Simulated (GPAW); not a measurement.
# GaN (F-43m) in GPAW: settings compared, part 2 of 3

GPAW 26.7.0. The steps go on from the part before.

### Step 3. Band structure, PBE

File run.py:

```python
from ase.dft.bandgap import bandgap
from ase.io import read, write
from gpaw import GPAW

atoms = read('GaN.xyz')

calc = GPAW(mode='lcao',
            h=0.2,
            basis='sz(dzp)',
            xc='PBE',
            kpts={'size': (10, 10, 10), 'gamma': True},
            occupations={'name': 'fermi-dirac', 'width': 0.05},
            convergence={'density': 1e-05, 'energy': 1e-05},
            maxiter=150,
            txt='gpaw.txt')
atoms.calc = calc
energy = atoms.get_potential_energy()
forces = atoms.get_forces()
calc.write('gs.gpw')
write('result.traj', atoms)
print(f'Energy: {energy:.6f} eV')
print('Forces (eV/A):')
print(forces.round(4))
print('Fermi level:', round(calc.get_fermi_level(), 4), 'eV')
print(f'Gap: {bandgap(calc)[0]:.4f} eV, direct: {bandgap(calc, direct=True)[0]:.4f} eV')

path = atoms.cell.bandpath('GXWKGLUWLK,UX', npoints=80, eps=1e-4)
bs_calc = calc.fixed_density(kpts=path, symmetry='off', txt='bands.txt')
bs = bs_calc.band_structure()
bs.write('bs.json')
print(f'Gap on the path: {bandgap(bs_calc)[0]:.4f} eV')
```

File GaN.xyz:

```xyz
2
Lattice="0.0000000000 2.2535006075 2.2535006075 2.2535006075 0.0000000000 2.2535006075 2.2535006075 2.2535006075 0.0000000000" Properties=species:S:1:pos:R:3 pbc="T T T"
Ga     0.0000000000      0.0000000000      0.0000000000
N      1.1267503038      1.1267503038      1.1267503038
```

Potentials or basis: GPAW PAW data sets (gpaw-data 1.2.1), lcao:sz(dzp).

Started as:

```bash
> OMP_NUM_THREADS=1 python run.py
```

gpaw.txt:

```text
__  _  _
 | _ |_)|_||  |
 |__||  | ||/\| - 26.7.0

Input parameters:
  mode=LCAO(),
  basis={'default': 'sz(dzp)'},
  convergence={'density': 1e-05, 'energy': 1e-05},
  h=0.2,
  kpts=MonkhorstPack(size=(10, 10, 10), gamma=True),
  maxiter=150,
  occupations=Occupations(name='fermi-dirac', width=0.05),
  xc=XC(name='PBE')

           N
       Ga

Atoms  # Å, Bohr magnetons
|   | symbol |        x |        y |        z |    initial magnetic moments |
|---|--------|----------|----------|----------|-----------------------------|
| 0 |     Ga | 0.000000 | 0.000000 | 0.000000 | ( 0.0000,  0.0000,  0.0000) |
| 1 |      N | 1.126750 | 1.126750 | 1.126750 | ( 0.0000,  0.0000,  0.0000) |

Unit cell  # Å
| periodic |        x |        y |        z |  lengths |    angles |
|----------|----------|----------|----------|----------|-----------|
|      yes | 0.000000 | 2.253501 | 2.253501 | 3.186931 | 60.000000 |
|      yes | 2.253501 | 0.000000 | 2.253501 | 3.186931 | 60.000000 |
|      yes | 2.253501 | 2.253501 | 0.000000 | 3.186931 | 60.000000 |

Number of symmetries: 24
Symmetry operations  # r_c * U_cc + t_c -> r_c
|    | kind |            matrix            |
|----|------|------------------------------|
|  0 |  E   |  1, 0, 0,  0, 1, 0,  0, 0, 1 |
|  1 |  σ   |  1, 0, 0,  0, 0, 1,  0, 1, 0 |
|  2 |  σ   |  1, 0,-1,  0, 1,-1,  0, 0,-1 |
|  3 |  C3  |  1, 0,-1,  0, 0,-1,  0, 1,-1 |
|  4 |  C3  |  1,-1, 0,  0,-1, 1,  0,-1, 0 |
|  5 |  σ   |  1,-1, 0,  0,-1, 0,  0,-1, 1 |
|  6 |  σ   |  0, 1, 0,  1, 0, 0,  0, 0, 1 |
|  7 |  C3  |  0, 1, 0,  0, 0, 1,  1, 0, 0 |
|  8 |  C2  |  0, 1,-1,  1, 0,-1,  0, 0,-1 |
|  9 |  S4  |  0, 1,-1,  0, 0,-1,  1, 0,-1 |
| 10 |  C3  |  0, 0, 1,  1, 0, 0,  0, 1, 0 |
| 11 |  σ   |  0, 0, 1,  0, 1, 0,  1, 0, 0 |
| 12 |  S4  |  0, 0,-1,  1, 0,-1,  0, 1,-1 |
| 13 |  C3  |  0, 0,-1,  0, 1,-1,  1, 0,-1 |
| 14 |  S4  |  0,-1, 1,  1,-1, 0,  0,-1, 0 |
| 15 |  C2  |  0,-1, 1,  0,-1, 0,  1,-1, 0 |
| 16 |  C3  |  0,-1, 0,  1,-1, 0,  0,-1, 1 |
| 17 |  S4  |  0,-1, 0,  0,-1, 1,  1,-1, 0 |
| 18 |  S4  | -1, 1, 0, -1, 0, 1, -1, 0, 0 |
| 19 |  C3  | -1, 1, 0, -1, 0, 0, -1, 0, 1 |
| 20 |  C3  | -1, 0, 1, -1, 1, 0, -1, 0, 0 |
| 21 |  S4  | -1, 0, 1, -1, 0, 0, -1, 1, 0 |
| 22 |  σ   | -1, 0, 0, -1, 1, 0, -1, 0, 1 |
| 23 |  C2  | -1, 0, 0, -1, 0, 1, -1, 1, 0 |

BZ-sampling:
  Number of BZ points: 1000
  Number of IBZ points: 47

  Monkhorst-Pack size: [10, 10, 10]
  Monkhorst-Pack shift: [0.05, 0.05, 0.05]

K-points  # in reciprocal-cell coordinates
|     |                                coordinates |     weight |
|-----|--------------------------------------------|------------|
|   0 | (  0.00000000,   0.00000000,   0.00000000) | 0.00100000 |
|   1 | (  0.10000000,   0.10000000,   0.00000000) | 0.00600000 |
|   2 | (  0.10000000,   0.10000000,   0.10000000) | 0.00800000 |
|   3 | (  0.20000000,   0.10000000,   0.10000000) | 0.01200000 |
|   4 | (  0.20000000,   0.20000000,   0.00000000) | 0.00600000 |
|   5 | (  0.20000000,   0.20000000,   0.10000000) | 0.02400000 |
|   6 | (  0.20000000,   0.20000000,   0.20000000) | 0.00800000 |
|   7 | (  0.30000000,   0.20000000,   0.10000000) | 0.02400000 |
|   8 | (  0.30000000,   0.20000000,   0.20000000) | 0.02400000 |
|   9 | (  0.30000000,   0.30000000,   0.00000000) | 0.00600000 |
| ... |                                            |            |
|  46 | (  0.50000000,   0.50000000,   0.50000000) | 0.00400000 |

basis functions: 8
Spin-components: 1 (collinear spins)
Bands:           8
Projectors:      10
Spin-degeneracy: 2
Datatype:        <class 'complex'>

Parallelization:
  kpt:    1
  domain: 1
  band:   1

Density:
  Valence electrons: 8.0
  Components: 1
  Grid points: [12 12 12]
  Charge: 0.0  # |e|

Potential:
  Grid points: [12 12 12]

species:
  Ga:
    name:    Gallium
    Z:       31.0
    valence: 3
    core:    28
    charge:  0.0  # [|e|]
    compensation charges:
      type: gauss
      rc: 0.37  # [Å]
      lmax: 2
    cutoffs:
      filter: 2.06  # [Å]
      core: 4.17  # [Å]
    projectors
    | kind |    occ | energy [eV] | rcut [Å] |
    |------|--------|-------------|----------|
    |   4s |  2.000 |      -8.945 |    1.164 |
    |   4p |  1.000 |      -2.580 |    1.164 |
    |    s |        |      18.266 |    1.164 |
    |    p |        |      24.631 |    1.164 |
    |    d |        |       0.000 |    1.164 |

[... 126 lines left out ...]
|   2 | (  0.10000000,   0.10000000,   0.10000000) | 0.00800000 |
|   3 | (  0.20000000,   0.10000000,   0.10000000) | 0.01200000 |
|   4 | (  0.20000000,   0.20000000,   0.00000000) | 0.00600000 |
|   5 | (  0.20000000,   0.20000000,   0.10000000) | 0.02400000 |
|   6 | (  0.20000000,   0.20000000,   0.20000000) | 0.00800000 |
|   7 | (  0.30000000,   0.20000000,   0.10000000) | 0.02400000 |
|   8 | (  0.30000000,   0.20000000,   0.20000000) | 0.02400000 |
|   9 | (  0.30000000,   0.30000000,   0.00000000) | 0.00600000 |
| ... |                                            |            |
|  46 | (  0.50000000,   0.50000000,   0.50000000) | 0.00400000 |

basis functions: 8
Spin-components: 1 (collinear spins)
Bands:           8
Projectors:      10
Spin-degeneracy: 2
Datatype:        <class 'complex'>

Parallelization:
  kpt:    1
  domain: 1
  band:   1

Density:
  Valence electrons: 8.0
  Components: 1
  Grid points: [12 12 12]
  Charge: 0.0  # |e|

Potential:
  Grid points: [12 12 12]

species:
  Ga:
    name:    Gallium
    Z:       31.0
    valence: 3
    core:    28
    charge:  0.0  # [|e|]
    compensation charges:
      type: gauss
      rc: 0.37  # [Å]
      lmax: 2
    cutoffs:
      filter: 2.06  # [Å]
      core: 4.17  # [Å]
    projectors
    | kind |    occ | energy [eV] | rcut [Å] |
    |------|--------|-------------|----------|
    |   4s |  2.000 |      -8.945 |    1.164 |
    |   4p |  1.000 |      -2.580 |    1.164 |
    |    s |        |      18.266 |    1.164 |
    |    p |        |      24.631 |    1.164 |
    |    d |        |       0.000 |    1.164 |

    LCAO basis set for Ga:
      Name: sz(dzp)
      File: <dir>
      Number of radial functions: 2
      Number of spherical harmonics: 4
        l=0, rc=7.2656 Bohr: 4s-sz confined orbital
        l=1, rc=10.3438 Bohr: 4p-sz confined orbital
      Number of RI-basis functions 0

  N:
    name:    Nitrogen
    Z:       7.0
    valence: 5
    core:    2
    charge:  0.0  # [|e|]
    compensation charges:
      type: gauss
      rc: 0.18  # [Å]
      lmax: 2
    cutoffs:
      filter: 1.11  # [Å]
      core: 0.96  # [Å]
    projectors
    | kind |    occ | energy [eV] | rcut [Å] |
    |------|--------|-------------|----------|
    |   2s |  2.000 |     -18.583 |    0.603 |
    |   2p |  3.000 |      -7.089 |    0.529 |
    |    s |        |       8.629 |    0.603 |
    |    p |        |      20.123 |    0.529 |
    |    d |        |       0.000 |    0.577 |

    LCAO basis set for N:
      Name: sz(dzp)
      File: <dir>
      Number of radial functions: 2
      Number of spherical harmonics: 4
        l=0, rc=4.8594 Bohr: 2s-sz confined orbital
        l=1, rc=6.0625 Bohr: 2p-sz confined orbital
      Number of RI-basis functions 0

Reference energy: -54366.393033  # eV

eigensolver:
  <gpaw.new.lcao.eigensolver.LCAOEigensolver object>
density mixing:
  MSR1-Mixer
  Pratt-step length: 0.05
  Maximum mixing coefficient: 0.75
  Old densities: 10
  SVD Regularization: 0.005
  Good broyden scale: 1.0
  Trust region scale: 1.0
  Backstep threshold: 4.0
  History deletion threshold: 6.0
  Fourier metric: weight=20.0, sigma=0.015

occupation numbers:
  Fermi-Dirac:
    width: 0.0500  # eV

FastPoissonSolver using
    Stencil: 12*3+1=37 point O(h^6) finite-difference Laplacian
    FFT axes: [np.int64(0), np.int64(1), np.int64(2)]
    FST axes: []

xc functional:
  name: PBE with 2 nearest neighbor stencil
interpolation: tri-quintic # 5. degree polynomial

convergence criteria:
- Maximum integral of absolute [dens]ity change: 1e-05 electrons / valence electron
- Maximum [total energy] change in last 3 cyles: 1e-05 eV / valence electron
- Maximum integral of absolute [eigenst]ate change: 4e-08 eV^2 / valence electron
maximum number of iterations: 150

SCF iterations
|iter     | |      energy | eigst |  dens |
|---------|-|-------------|-------|-------|
|iter:   1| |  -11.338283 |      c|       |
|iter:   2| |  -11.042559 |      c| -0.65 |
|iter:   3| |  -10.135899 |      c| -0.70 |
|iter:   4| |  -10.134159 |      c| -1.47 |
|iter:   5| |  -10.134158 |      c| -1.76 |
|iter:   6| |  -10.134162c|      c| -3.90 |
|iter:   7| |  -10.134167c|      c| -4.47 |
|iter:   8| |  -10.134167c|      c| -6.14c|

Converged in 8 steps
Energy contributions relative to reference atoms: (reference = -54366.393033)

Energy contributions:
  Kinetic:          50.517638
  Coulomb:         -44.488164
  Zero:              1.215235
  External:          0.000000
  Xc:              -17.378876
  Entropy:          -0.000000
  Spinorbit:         0.000000
  ----------------------------
  Free energy:     -10.134167
  Extrapolated:    -10.134167

dipole moment: (-12.609352, -12.609352, -12.609352)  # |e|*Ang

Fermi level: 7.640
Eigenvalues  # (at kpt = [0.000, 0.000, 0.000])
| band index |      eig [eV] | occ [0-2] |
|------------|---------------|-----------|
|          0 |        -9.454 |     2.000 |
|          1 |         6.628 |     2.000 |
|          2 |         6.651 |     2.000 |
|          3 |         6.651 |     2.000 |
|          4 |         8.677 |     0.000 |
|          5 |        17.728 |     0.000 |
|          6 |        17.728 |     0.000 |
|          7 |        17.733 |     0.000 |

Gap: 2.025 eV
Transition (v -> c):
  (s=0, k=0, n=3, [0.00, 0.00, 0.00]) -> (s=0, k=0, n=4, [0.00, 0.00, 0.00])
No difference between direct/indirect transitions

Forces  # eV/Ang
|       x |       y |        z |
|---------|---------|----------|
| 0.00000 | 0.00000 | -0.00000 |  # Ga   0
| 0.00000 | 0.00000 |  0.00000 |  # N    1

# Writing to gs.gpw (mode='')
```

Wall time 24 s (1 thread of Intel Xeon at 2.80GHz (Skylake/Cascade Lake), shared host); peak memory 0.13 GiB.

The run converged, but some of its settings lie outside the range that counts as converged, so its numbers aren't taken as properties of the crystal.

What came out:

```yaml
Free_energy: -10.1342 eV
Band_gap_on_the_k_mesh: 2.03 eV, direct
Band_gap_along_the_path: 2.03 eV, direct
```

Caveat: the real-space grid adds noise to forces; the basis of atomic orbitals isn't converged, which shifts pressures, moduli and gaps.

(Part 2 of 3 ends here.)
